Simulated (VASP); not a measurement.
# Zr (Fmmm) in VASP: notebook, part 2 of 2

VASP 6.6.1. Earlier steps stand in the parts before.

### 3 Single point, r2SCAN

This run uses another cell than the first one: it holds 3 atoms, not 4.

File POSCAR:

```
Zr
1.0
    1.6170874014      0.9336258465      7.8191448128
   -1.6170874014      0.9336258465      7.8191448128
    0.0000000000     -1.8672516930      7.8191448128
Zr
3
Direct
    0.0000000000      0.0000000000      0.0000000000
    0.2229410117      0.2229410117      0.2229410117
    0.7770589883      0.7770589883      0.7770589883
```

File INCAR.step1:

```
ALGO = Normal
EDIFF = 1E-4
ENCUT = 520
GGA = PE
ISMEAR = 0
LASPH = True
LCHARG = False
LREAL = False
LWAVE = True
NBANDS = 25
NELM = 100
PREC = Accurate
SIGMA = 0.1
```

File INCAR.step2:

```
ALGO = Normal
EDIFF = 1E-7
ENCUT = 520
ISIF = 2
ISMEAR = 0
ISTART = 1
LASPH = True
LCHARG = False
LMIXTAU = True
LREAL = False
LWAVE = False
METAGGA = R2SCAN
NBANDS = 25
NELM = 100
PREC = Accurate
SIGMA = 0.1
```

File KPOINTS:

```
k-points
0
Gamma
  6 6 6
```

Potentials or basis: VASP PAW PBE potentials, release 64 (Zr_sv).

Command:

```console
$ cat potpaw_PBE.64/Zr_sv/POTCAR > POTCAR
$ cp INCAR.step1 INCAR
$ mpirun -np 1 vasp_std > vasp.out
$ cp INCAR.step2 INCAR
$ mpirun -np 1 vasp_std > vasp.out
```

OUTCAR:

```text
EDIFF = 1E-7
   ENCUT = 520
   ISIF = 2
   ISMEAR = 0
   ISTART = 1
   LASPH = True
   LREAL = False
   METAGGA = R2SCAN
   NELM = 100
   PREC = Accurate

 ion  position               nearest neighbor table
   1  0.000  0.000  0.000-   3 3.19   2 3.19   3 3.19   3 3.19   2 3.19   2 3.19
   2  0.223  0.223  0.223-   1 3.19   1 3.19   1 3.19   3 3.23   3 3.23   3 3.23
   3  0.777  0.777  0.777-   1 3.19   1 3.19   1 3.19   2 3.23   2 3.23   2 3.23

  LATTYP: Found a trigonal (rhomboedric) cell.
 ALAT       =     8.0390083026
 COS(alpha) =     0.9190732633

  Lattice vectors:

 A1 = (   1.6170874014,   0.9336258465,   7.8191448128)
 A2 = (  -1.6170874014,   0.9336258465,   7.8191448128)
 A3 = (   0.0000000000,  -1.8672516930,   7.8191448128)

Analysis of symmetry for initial positions (statically):
=====================================================================
 Subroutine PRICEL returns:
 Original cell was already a primitive cell.

 Routine SETGRP: Setting up the symmetry group for a
 trigonal (rhombohedral) supercell.

 Subroutine GETGRP returns: Found 12 space group operations
[... 164 lines left out ...]
  free energy    TOTEN  =       -68.15024602 eV

  energy without entropy =      -68.12680739  energy(sigma->0) =      -68.13852670

 E-fermi :   8.8348     XC(G=0): -11.8867

 val. band max:        8.8265488789   @ k =   0.5000   0.5000   0.3333
 cond. band min:       8.8356873025   @ k =  -0.3333   0.5000   0.1667
 fundamental gap:      0.0091384236
 Fermi energy:         8.8348264574

 k-point     1 :       0.0000    0.0000    0.0000
  band No.  band energies     occupation
      1     -41.6955      2.00000
      2     -41.5946      2.00000
      3     -41.5683      2.00000
      4     -19.2822      2.00000
      5     -19.2542      2.00000
      6     -18.6201      2.00000
[... 661 lines left out ...]
     24      12.6746      0.00000
     25      13.2530      0.00000

 [... further k-points ...]

------------------------ aborting loop because EDIFF is reached ----------------------------------------

  FORCE on cell =-STRESS in cart. coord.  units (eV):
  Direction    XX          YY          ZZ          XY          YZ          ZX
  --------------------------------------------------------------------------------------
  -------------------------------------------------------------------------------------
  Total       -0.0283477     -0.0283477     -0.0157367      0.0000000     -0.0000000      0.0000000
  in kB       -0.6412269     -0.6412269     -0.3559654      0.0000000     -0.0000000      0.0000000
  external PRESSURE =      -0.5461397 kB  Pullay stress =       0.0000000 kB

 VOLUME and BASIS-vectors are now :
 -----------------------------------------------------------------------------
  energy-cutoff  :      520.00
  volume of cell :       70.83
      direct lattice vectors                 reciprocal lattice vectors
     1.617087401  0.933625847  7.819144813     0.309197882  0.178515481  0.042630408
    -1.617087401  0.933625847  7.819144813    -0.309197882  0.178515481  0.042630408
     0.000000000 -1.867251693  7.819144813     0.000000000 -0.357030961  0.042630408

 POSITION                                       TOTAL-FORCE (eV/Angst)
 -----------------------------------------------------------------------------------
      0.00000      0.00000      0.00000        -0.000000     -0.000000      0.000000
      0.00000      0.00000      5.22962         0.000000      0.000000      0.014953
      0.00000      0.00000     18.22781         0.000000     -0.000000     -0.014953
 -----------------------------------------------------------------------------------
    total drift:                                0.000000     -0.000000      0.000000

  FREE ENERGIE OF THE ION-ELECTRON SYSTEM (eV)
  ---------------------------------------------------
  free  energy   TOTEN  =       -68.1502460163 eV

  energy  without entropy=      -68.1268073914  energy(sigma->0) =      -68.13852670
```

It took 18 min on 1 thread of Intel Xeon Platinum 8488C (Sapphire Rapids), shared host; peak memory 0.52 GiB.

Results:

| Property | Result |
| --- | --- |
| Free energy | -68.1502 eV |
| Pressure | -0.1 GPa |
| Largest force | 0.015 eV/Å |
| Band gap on the k mesh | none (metal or under the smearing width) |

Forces on the atoms (eV/Å):
```
Zr   0.000  0.000  0.000
Zr   0.000  0.000  0.015
Zr   0.000  0.000 -0.015
```

Caveat: the k mesh is coarse (spacing up to 0.38 Å⁻¹), so the values aren't converged; the PAW data sets were made with another functional, which shifts forces and pressure a little.

### 4 Single point, r2SCAN

This run uses another cell than the first one, of 24.58 Å³/atom, 0.980 times its volume.

File POSCAR:

```
Zr
1.0
    1.8023103959     -5.7172988389      0.0000000000
    1.8023103959      5.7172988389      0.0000000000
    0.0000000000      0.0000000000      4.7698607456
Zr
4
Direct
    0.0980000000      0.9020000000      0.9100000000
    0.5980000000      0.4020000000      0.5900000000
    0.9020000000      0.0980000000      0.0900000000
    0.4020000000      0.5980000000      0.4100000000
```

File INCAR.step1:

```
PREC = Accurate
ENCUT = 520
ISMEAR = 0
SIGMA = 0.1
LREAL = False
LASPH = True
NELM = 100
NBANDS = 32
GGA = PE
ALGO = Normal
EDIFF = 1E-4
LWAVE = True
LCHARG = False
```

File INCAR.step2:

```
PREC = Accurate
ENCUT = 520
EDIFF = 1E-7
ISMEAR = 0
SIGMA = 0.1
LREAL = False
LASPH = True
NELM = 100
ALGO = Normal
ISIF = 2
LWAVE = False
LCHARG = False
METAGGA = R2SCAN
LMIXTAU = True
NBANDS = 32
ISTART = 1
```

File KPOINTS:

```
Automatic mesh
0
Gamma
  6 6 4
```

Potentials or basis: VASP PAW PBE potentials, release 64 (Zr_sv).

Command:

```console
$ cat potpaw_PBE.64/Zr_sv/POTCAR > POTCAR
$ cp INCAR.step1 INCAR
$ mpirun -np 1 vasp_std > vasp.out
$ cp INCAR.step2 INCAR
$ mpirun -np 1 vasp_std > vasp.out
```

OUTCAR:

```text
PREC = Accurate
   ENCUT = 520
   EDIFF = 1E-7
   ISMEAR = 0
   LREAL = False
   LASPH = True
   NELM = 100
   ISIF = 2
   METAGGA = R2SCAN
   ISTART = 1

 ion  position               nearest neighbor table
   1  0.098  0.902  0.910-   2 2.36   2 2.36   3 2.40   2 3.71   2 3.71   4 3.74   4 3.74   4 3.74
                             4 3.74
   2  0.598  0.402  0.590-   1 2.36   1 2.36   4 2.40   1 3.71   1 3.71   3 3.74   3 3.74   3 3.74
                             3 3.74
   3  0.902  0.098  0.090-   4 2.36   4 2.36   1 2.40   4 3.71   4 3.71   2 3.74   2 3.74   2 3.74
                             2 3.74
   4  0.402  0.598  0.410-   3 2.36   3 2.36   2 2.40   3 3.71   3 3.71   1 3.74   1 3.74   1 3.74
                             1 3.74

  LATTYP: Found a base centered orthorhombic cell.
 ALAT       =     3.6046207918
 B/A-ratio  =     3.1722054380
 C/A-ratio  =     1.3232628399

  Lattice vectors:

 A1 = (   1.8023103959,  -5.7172988389,   0.0000000000)
 A2 = (   1.8023103959,   5.7172988389,   0.0000000000)
 A3 = (   0.0000000000,   0.0000000000,   4.7698607456)

Analysis of symmetry for initial positions (statically):
[... 180 lines left out ...]

 E-fermi :   8.1724     XC(G=0): -11.2900

 val. band max:        8.1660784923   @ k =   0.3333   0.3333   0.0000
 cond. band min:       8.1856213698   @ k =  -0.1667   0.1667   0.0000
 fundamental gap:      0.0195428775
 Fermi energy:         8.1723970467

 k-point     1 :       0.0000    0.0000    0.0000
  band No.  band energies     occupation
      1     -43.1535      2.00000
      2     -42.6804      2.00000
      3     -42.0312      2.00000
      4     -41.5204      2.00000
      5     -21.6862      2.00000
      6     -21.4846      2.00000
[... 829 lines left out ...]
     31      11.1737      0.00000
     32      11.5299      0.00000

 [... further k-points ...]

------------------------ aborting loop because EDIFF is reached ----------------------------------------

  FORCE on cell =-STRESS in cart. coord.  units (eV):
  Direction    XX          YY          ZZ          XY          YZ          ZX
  --------------------------------------------------------------------------------------
  -------------------------------------------------------------------------------------
  Total        7.3904866      3.8006724      6.4356259      0.0000000      0.0000000      0.0000000
  in kB      120.4557231     61.9462253    104.8926842      0.0000000      0.0000000      0.0000000
  external PRESSURE =      95.7648775 kB  Pullay stress =       0.0000000 kB

 VOLUME and BASIS-vectors are now :
 -----------------------------------------------------------------------------
  energy-cutoff  :      520.00
  volume of cell :       98.30
      direct lattice vectors                 reciprocal lattice vectors
     1.802310396 -5.717298839  0.000000000     0.277421692 -0.087453886  0.000000000
     1.802310396  5.717298839  0.000000000     0.277421692  0.087453886  0.000000000
     0.000000000  0.000000000  4.769860746     0.000000000  0.000000000  0.209649726

 POSITION                                       TOTAL-FORCE (eV/Angst)
 -----------------------------------------------------------------------------------
      1.80231      4.59671      4.34057         0.000000     -2.855917      3.185230
      1.80231     -1.12059      2.81422         0.000000     -2.855917     -3.185230
      1.80231     -4.59671      0.42929         0.000000      2.855917     -3.185230
      1.80231      1.12059      1.95564         0.000000      2.855917      3.185230
 -----------------------------------------------------------------------------------
    total drift:                                0.000000      0.000000      0.000000

  FREE ENERGIE OF THE ION-ELECTRON SYSTEM (eV)
  ---------------------------------------------------
  free  energy   TOTEN  =       -82.6254299742 eV

  energy  without entropy=      -82.5962005438  energy(sigma->0) =      -82.61081526
```

It took 5.9 min on 1 thread of Intel Xeon 6975P-C (Granite Rapids), shared host; peak memory 0.34 GiB.

Results:

- Free energy: -82.6254 eV
- Pressure: 9.6 GPa
- Largest force: 4.278 eV/Å
- Band gap on the k mesh: none (metal or under the smearing width)

Forces in eV/Å, atoms in the order of the input:
```
Zr   0.000 -2.856  3.185
Zr   0.000 -2.856 -3.185
Zr   0.000  2.856 -3.185
Zr   0.000  2.856  3.185
```

Stress tensor (GPa, compression positive):
```
12.05  0.00  0.00
 0.00  6.19  0.00
 0.00  0.00 10.49
```

Levels at points of the mesh, in eV from the Fermi level:
```csv
k point,band 21,band 22,band 23,band 24,band 25,band 26,band 27,band 28
"(0.00, 0.00, 0.00)",-2.13,-2.07,-1.39,-0.62,0.10,1.06,1.27,1.54
"(0.50, 0.00, 0.00)",-1.80,-1.80,0.44,0.44,0.78,0.78,1.22,1.22
"(0.50, 0.50, 0.00)",-2.52,-2.21,-1.59,-1.32,-0.12,0.89,1.21,1.41
"(0.00, 0.00, 0.50)",-1.60,-1.60,-0.81,-0.81,-0.34,-0.34,-0.13,-0.13
"(0.50, 0.00, 0.50)",-0.83,-0.83,-0.40,-0.40,0.90,0.90,1.14,1.14
"(0.50, 0.50, 0.50)",-1.99,-1.99,-0.91,-0.91,-0.32,-0.32,-0.12,-0.12
```

Caveat: the PAW data sets were made with another functional, which shifts forces and pressure a little.

### 5 Overview

| cell | k mesh | mesh quality | gap on the mesh (eV) | pressure (GPa) | largest force (eV/Å) |
| --- | --- | --- | --- | --- | --- |
| Fmmm, 25.07 Å³/atom | 4 × 4 × 4 | coarse | none | 0.0 | 0.01 |
| R-3m, 23.61 Å³/atom | 6 × 6 × 6 | coarse | none | -0.1 | 0.01 |
| Cmce, 24.58 Å³/atom | 6 × 6 × 4 | not flagged | none | 9.6 | 4.28 |

Alike in all rows: task single point; level r2SCAN; potentials or basis VASP PAW PBE potentials, release 64 (Zr_sv); no spin polarisation; cutoff (eV) 520; smearing gaussian 0.1 eV.

Caveats: some runs use coarse meshes; the PAW data sets were made with another functional, which shifts forces and pressure a little.

Total energies depend on the potentials used, so only differences within one code and one set of settings carry meaning.
